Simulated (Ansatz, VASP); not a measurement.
Given: the input of a run of VASP 6.6.1 on TiSi2. The cell is a database's computed one, not the measured one.

INCAR

```
SYSTEM = TiSi2
ALGO     = Normal         ! electronic algorithm
EDIFF    = 1E-6           ! SCF threshold, eV
EDIFFG   = -0.01          ! ionic threshold
ENCUT    = 600            ! plane-wave cutoff, eV
IBRION   = 2              ! ionic algorithm
ISIF     = 3              ! what is computed and relaxed
ISMEAR   = -1             ! smearing method
LASPH    = .True.         ! aspherical terms in the spheres
LCHARG   = .False.        ! write CHGCAR
LMIXTAU  = .True.       
LREAL    = .False.        ! projectors in reciprocal space
LWAVE    = .False.        ! write WAVECAR
METAGGA  = R2SCAN         ! meta-GGA
NELM     = 80             ! most SCF steps
NSW      = 60             ! ionic steps
PREC     = Accurate       ! precision mode
SIGMA    = 0.05           ! smearing width, eV
```

KPOINTS

```
k-points
0
Gamma
  5 5 5
  0 0 0
```

The input POSCAR:

```
TiSi2
1.0
    0.0000000000      4.1175163063      4.2628978354
    2.3895119538      0.0000000000      4.2628978354
    2.3895119538      4.1175163063      0.0000000000
Ti Si
2 4
Direct
    0.7500000000      0.7500000000      0.7500000000
    0.5000000000      0.5000000000      0.5000000000
    0.4125656100      0.0874343900      0.4125656100
    0.0874343900      0.4125656100      0.0874343900
    0.1625656100      0.8374343900      0.1625656100
    0.8374343900      0.1625656100      0.8374343900
```

Potentials or basis: VASP PAW PBE potentials, release 64 (Ti_sv, Si).

The run is started by

```sh
$ cat potpaw_PBE.64/Ti_sv/POTCAR potpaw_PBE.64/Si/POTCAR > POTCAR
$ mpirun -np 1 vasp_std > vasp.out
```

Question: Set up the same calculation for Ansatz 0.2.0. Potentials or basis there: Ansatz PAW, cutoff 500 eV.

Answer: As run (cutoffs and basis follow the program's own potentials, and thresholds, step limits or extra output files can differ):

The input input.yaml:

```yaml
crystal:
  lattice:
    - [0.0, 4.1175163063, 4.2628978354]
    - [2.3895119538, 0.0, 4.2628978354]
    - [2.3895119538, 4.1175163063, 0.0]
  atoms:
    - { symbol: Ti, position: [0.75, 0.75, 0.75] }
    - { symbol: Ti, position: [0.5, 0.5, 0.5] }
    - { symbol: Si, position: [0.41256561, 0.08743439, 0.41256561] }
    - { symbol: Si, position: [0.08743439, 0.41256561, 0.08743439] }
    - { symbol: Si, position: [0.16256561, 0.83743439, 0.16256561] }
    - { symbol: Si, position: [0.83743439, 0.16256561, 0.83743439] }
hamiltonian:
  xc: r2scan
  pseudopotentials: { kind: paw }
kpoints:
  mp_grid: { grid: [5, 5, 5] }
scf:
  occupations: { method: fermi_dirac, width: 0.05 }
output:
  forces: true
  stress: true
  eigenvalues: true
  write_density: true
  write_potential: true
  elf: true
  volumetric_format: npy
relax:
  f_tol: 0.01
  max_steps: 40
  cell: { stress_tol: 0.05 }
```

Potentials or basis: Ansatz PAW.

The run is started by

```sh
$ ansatz run input.yaml --threads 2 --pin off --max-ram 5632MiB --backend cpu --events-out ev --progress --plain --runs-dir out
```

Both were run:

|  | VASP | Ansatz |
| --- | --- | --- |
| Relaxed volume | 13.98 Å³/atom | 13.95 Å³/atom |
| Relaxed cell | a = 5.937 Å, b = 4.900 Å, c = 4.752 Å, α = 75.90°, β = 53.18°, γ = 50.93° | a = 5.933 Å, b = 4.898 Å, c = 4.748 Å, α = 75.89°, β = 53.20°, γ = 50.91° |
| Space group after relaxing | Fddd (No. 70) | Fddd (No. 70) |
| Pressure after relaxing | 0.0 GPa | 0.0 GPa |

Ansatz's pressure holds a Pulay term of +0.04 GPa for its cutoff of 500 eV, which the other run lacks.

VASP's potentials were made for PBE. Ansatz's potentials were made for PBE.

Where Ansatz's input types no cutoff or centring, it takes its own default and a Γ-centred mesh.

Pressure is positive in compression.
